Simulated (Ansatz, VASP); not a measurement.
# Hf: VASP beside Ansatz

```
Hf
1.0
     3.19670    0.00000    0.00000
    -1.59835    2.76842    0.00000
     0.00000    0.00000    5.05780
Hf
2
Direct
  0.66667 0.33333 0.75000
  0.33333 0.66667 0.25000
```

Alike in both runs: task relaxation of cell and atoms; functional revPBE; dispersion D3(BJ); k mesh 10 × 10 × 5; occupations fermi-dirac, width 0.05 eV; no spin polarisation.

```csv
,VASP,Ansatz
version,VASP 6.6.1,Ansatz 0.2.0
potentials or method,"VASP PAW PBE potentials, release 64 (Hf_pv), cutoff 600 eV","all-electron LAPW, scalar-relativistic"
```

Ansatz gave:

- relaxed volume (Å³/atom): 21.72
- relaxed cell length with the largest relative difference (Å): 5.004
- energy change over the relaxation (meV/atom): -7

Problem. What did VASP give for the same quantities?

Solution. Relaxed volume (Å³/atom): 21.63; relaxed cell length with the largest relative difference (Å): 4.995; energy change over the relaxation (meV/atom): -9.

Ansatz ran all-electron here, so the differences hold the error of VASP's frozen core and of both bases.

Caveats: the PAW data sets were made with another functional, which shifts forces and pressure a little (VASP); pairwise dispersion overbinds metals, which lowers pressure and volume (VASP). The runs have no spin-orbit coupling, so splittings on Hf are missing.
